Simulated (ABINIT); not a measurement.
The system is CdF2.

```
Cd F
1.0
     0.00000    2.69400    2.69400
     2.69400    0.00000    2.69400
     2.69400    2.69400    0.00000
Cd F
1 2
Direct
  0.00000 0.00000 0.00000
  0.75000 0.75000 0.75000
  0.25000 0.25000 0.25000
```

Base run:

* Program: ABINIT 10.8.3 (patched build)
* Functional: r2SCAN
* Potentials or basis: JTH PAW PBE v2.0
* Cutoff: 762 eV
* k mesh: 7 × 7 × 7
* Occupations: fermi-dirac, width 0.05 eV
* Spin: no spin polarisation

Its results: band gap on the k mesh 3.82 eV, indirect (least direct gap 4.25 eV).

Problem. The run is repeated on the same cell with these changes: k mesh from 7 × 7 × 7 to 4 × 4 × 4. What comes out?

Solution. Band gap on the k mesh 3.76 eV, indirect (least direct gap 4.25 eV).

Caveats: some runs use coarse meshes; an odd mesh through Γ misses points on the zone boundary, where band edges often lie (some runs).

Not every run made on this cell is shown here.
